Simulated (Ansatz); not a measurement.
What a strained SiMo3 layer does to its nuclei

Cell: a COD entry, whose atoms a relaxation with PBE at fixed cell left in place.

```
CELL_PARAMETERS angstrom
4.89300 0.00000 0.00000
0.00000 4.89300 0.00000
0.00000 0.00000 4.89300
ATOMIC_POSITIONS crystal
Si 0.00000 0.00000 0.00000
Si 0.50000 0.50000 0.50000
Mo 0.25000 0.00000 0.50000
Mo 0.50000 0.75000 0.00000
Mo 0.75000 0.00000 0.50000
Mo 0.50000 0.25000 0.00000
Mo 0.00000 0.50000 0.75000
Mo 0.00000 0.50000 0.25000
```

Sites (sets of like atoms) are named by element and the number of their first atom in this list.

Level of theory: DFT, PBE, plane waves and PAW, scalar-relativistic, 420 eV cutoff, Γ-centred 10×10×10 k-points, Fermi–Dirac smearing 0.05 eV (Ansatz 0.2.0).

The cell is stretched along z (the third Cartesian axis of the run's cell), x and y held, and the ions relax again each time.

1 of the 2 sets of like atoms is followed.

| strain along z (%) | Si: V along z (10²¹ V/m²) |
| --- | --- |
| -3 | ? |
| -2 | -0.59 |
| -1 | -0.30 |
| 0 | 0.00 |
| +1 | 0.28 |
| +2 | 0.57 |
| +3 | 0.84 |

Problem. Estimate the row at -3 % from the others.

Solution. Si: -0.90. Worked for Si: a straight line through the other 6 rows has a slope of 0.287 × 10²¹ V/m² per per cent of strain and gives -0.87 at -3 %, against -0.90 from the run, so the response is nearly linear here. Without strain Si sits on a cubic site without a gradient, so the whole gradient comes from the strain.
